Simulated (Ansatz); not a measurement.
A run of Ansatz 0.2.0:

File input.yaml:

```yaml
crystal:
  lattice:
    - [3.9975858431, 0.0, 0.0]
    - [-1.9987929216, 3.462010894, 0.0]
    - [0.0, 0.0, 6.59937795]
  atoms:
    - { symbol: Ge, position: [0.3333333333, 0.6666666667, 0.93709875] }
    - { symbol: Ge, position: [0.6666666667, 0.3333333333, 0.43709875] }
    - { symbol: Ge, position: [0.3333333333, 0.6666666667, 0.56290125] }
    - { symbol: Ge, position: [0.6666666667, 0.3333333333, 0.06290125] }
hamiltonian:
  xc: pbe
  pseudopotentials: { kind: paw }
kpoints:
  mp_grid: { grid: [8, 8, 4] }
scf:
  occupations: { method: gaussian, width: 0.018 }
output:
  forces: true
  stress: true
  eigenvalues: true
  write_density: true
  write_potential: true
  elf: true
  volumetric_format: npy
```

Potentials or basis: Ansatz PAW.

Launch:

```console
$ ansatz run input.yaml --threads 2 --pin off --max-ram 5632MiB --backend cpu --events-out ev --progress --plain --runs-dir out
```

Hardware: 2 threads of Arm Neoverse V2, on a shared host.

**Question.** How long does it take, and how much memory?

**Answer.** It took 3.2 s on 2 threads of Arm Neoverse V2 (shared host), peak memory 0.37 GiB. Counts: scf iterations 6, plane waves 1763, k points 30, bands 34.
